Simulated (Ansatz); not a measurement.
NbP:

```
CELL_PARAMETERS angstrom
-1.67492 1.67492 5.74011
1.67492 -1.67492 5.74011
1.67492 1.67492 -5.74011
ATOMIC_POSITIONS crystal
Nb 0.24988 0.74988 0.50000
Nb 0.49988 0.49988 0.00000
P 0.83275 0.33275 0.50000
P 0.08275 0.08275 0.00000
```

The cell is a database's computed one.

Program: Ansatz 0.2.0. Alike in all runs: potentials or basis all-electron LAPW, scalar-relativistic; no spin polarisation; cell as given; k mesh 11 × 11 × 11; smearing fermi-dirac 0.05 eV.

Problem. Order these runs on this cell by their pressure, lowest first.
A. level LDA; cutoff (eV) 207; basis error allowed 0.002 eV/atom
B. level PBE; cutoff (eV) 226; basis error allowed 0.001 eV/atom
C. level PBEsol; cutoff (eV) 207; basis error allowed 0.002 eV/atom

Solution. A (-9.3 GPa), C (-6.4 GPa), B (-1.1 GPa).

Not every run made on this cell is shown here.
